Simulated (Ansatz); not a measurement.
**Nudged elastic band run: Zr4Si4HO16**

Input:

```yaml
crystal:
  lattice:
    - [6.6, 0.0, 0.0]
    - [0.0, 6.6, 0.0]
    - [0.0, 0.0, 5.88]
  atoms:
    - { symbol: Zr, position: [-0.00036119, 0.00194457, -0.00040446] }
    - { symbol: Zr, position: [-0.00035988, 0.49828429, 0.25013178] }
    - { symbol: Si, position: [0.0023375, -0.00093287, 0.50009904] }
    - { symbol: Si, position: [0.50004678, -0.00065648, 0.24975035] }
    - { symbol: O, position: [-0.01206118, 0.18499748, 0.32143978] }
    - { symbol: O, position: [0.31414343, 0.03630676, 0.07056702], spin: 0.09 }
    - { symbol: O, position: [0.51605532, 0.31703743, 0.81687483] }
    - { symbol: O, position: [0.68532117, -0.00970481, 0.0691857] }
    - { symbol: O, position: [0.49671729, 0.81718313, 0.4364257] }
    - { symbol: O, position: [0.31414382, 0.46390291, 0.17916189], spin: 0.09 }
    - { symbol: O, position: [0.51604597, 0.1831822, 0.43285889] }
    - { symbol: O, position: [0.18791394, 0.00789646, 0.67986589] }
    - { symbol: Zr, position: [0.50326545, 0.49736032, 0.50047927] }
    - { symbol: Zr, position: [0.50326282, 0.00285814, 0.74925609] }
    - { symbol: Si, position: [0.5000493, 0.50087504, -1.704e-05] }
    - { symbol: Si, position: [0.00234136, 0.50116063, 0.74963059] }
    - { symbol: O, position: [0.49670872, 0.68303865, 0.81331494] }
    - { symbol: O, position: [0.81816747, 0.51112658, 0.5683349] }
    - { symbol: O, position: [0.01402087, 0.81474361, 0.3184297] }
    - { symbol: O, position: [0.18791557, 0.49233147, 0.56986069] }
    - { symbol: O, position: [-0.01205393, 0.31523189, 0.92829177] }
    - { symbol: O, position: [0.8181653, -0.0108955, 0.681398] }
    - { symbol: O, position: [0.01402516, 0.68548588, 0.93129707] }
    - { symbol: O, position: [0.68532143, 0.5099188, 0.18054915] }
    - { symbol: H, position: [0.35890139, 0.75010071, 0.12489436], spin: 0.49 }
magnetization:
  spin_polarized: true
basis:
  ecutwfc: 420.0
kpoints:
  mp_grid: { grid: [2, 2, 2] }
hamiltonian:
  xc: pbe
  dispersion: d3bj
  pseudopotentials: { kind: paw, azcp: { folder: soft_1 } }
scf:
  occupations: { method: gaussian, width: 0.02 }
  lower_state_search: "off"
  max_iter: 58
neb:
  images: 3
  f_tol: 0.05
  max_iterations: 8
  order_check: false
  final_atoms:
    - { symbol: Zr, position: [4.072e-05, 0.00181537, -0.00066134] }
    - { symbol: Zr, position: [2.756e-05, 0.49825818, 0.24984881] }
    - { symbol: Si, position: [-0.00270428, -0.00099935, 0.49985165] }
    - { symbol: Si, position: [0.4997012, -0.00080992, 0.24944827] }
    - { symbol: O, position: [0.01158978, 0.18495114, 0.32121844] }
    - { symbol: O, position: [0.31436153, -0.00965477, 0.06897298] }
    - { symbol: O, position: [0.48401936, 0.3169411, 0.81667145] }
    - { symbol: O, position: [0.68575595, 0.03581141, 0.07041907] }
    - { symbol: O, position: [0.50293859, 0.81711167, 0.4362327] }
    - { symbol: O, position: [0.31434781, 0.50971229, 0.18022275] }
    - { symbol: O, position: [0.48405502, 0.18312139, 0.43251097] }
    - { symbol: O, position: [0.1815667, -0.01089877, 0.6810179] }
    - { symbol: Zr, position: [0.49644574, 0.49724413, 0.50018225] }
    - { symbol: Zr, position: [0.49645994, 0.00281849, 0.7490106] }
    - { symbol: Si, position: [0.49967128, 0.50086115, -0.00026374] }
    - { symbol: Si, position: [-0.00271559, 0.50107712, 0.74933565] }
    - { symbol: O, position: [0.50295218, 0.68295145, 0.81297706] }
    - { symbol: O, position: [0.811792, 0.49242361, 0.56950057] }
    - { symbol: O, position: [-0.01444835, 0.81470646, 0.31811903] }
    - { symbol: O, position: [0.18155615, 0.51098455, 0.56817066] }
    - { symbol: O, position: [0.01157901, 0.31513099, 0.92797245] }
    - { symbol: O, position: [0.81180412, 0.00764103, 0.67968789] }
    - { symbol: O, position: [-0.01444898, 0.68537009, 0.93106865] }
    - { symbol: O, position: [0.68573504, 0.46430856, 0.1787622] }
    - { symbol: H, position: [0.63716999, 0.75005777, 0.12461712] }
```

Run as:

```bash
$ ansatz run input.yaml --threads 4 --pin off --max-ram 10240MiB --backend cpu --events-out ev --progress --plain --runs-dir out
```

Output, in part (warnings, iteration lines):

```
NEB end point (image 0): max|allowed force component| = 2.004e-2 eV/Å (the criterion of neb.relax_end_points is 1.000e-2)
NEB end point (image 4): max|allowed force component| = 7.323e-3 eV/Å (the criterion of neb.relax_end_points is 1.000e-2)
NEB iter   1: max|band force component| = 3.438e-1 eV/Å  barrier→ = 0.1080 eV  barrier← = 0.1081 eV  CI = image 2  Δτ_max = 0.0170 Å  (64 SCF iters)
NEB iter   2: max|band force component| = 1.280e-1 eV/Å  barrier→ = 0.0955 eV  barrier← = 0.0957 eV  CI = image 2  Δτ_max = 0.0060 Å  (21 SCF iters)
NEB iter   3: max|band force component| = 4.284e-2 eV/Å  barrier→ = 0.0936 eV  barrier← = 0.0938 eV  CI = image 2  Δτ_max = 0.0000 Å  (18 SCF iters)
```

It converged. The order of the point at the top wasn't checked. Limits of this set-up: coarse k mesh, a small cell, in which the defect meets its images, a typed lattice constant that wasn't relaxed here.

Final band:

```csv
image,path coordinate (Å),energy (eV)
0,0.00,0.000
1,0.50,0.045
2,1.01,0.094
3,1.50,0.047
4,2.00,0.000
```

Run time: 2.4 min on 4 threads of Intel(R) Xeon(R) Platinum 8259CL CPU @ 2.50GHz (Skylake/Cascade Lake) (shared host), peak memory 2 GiB.
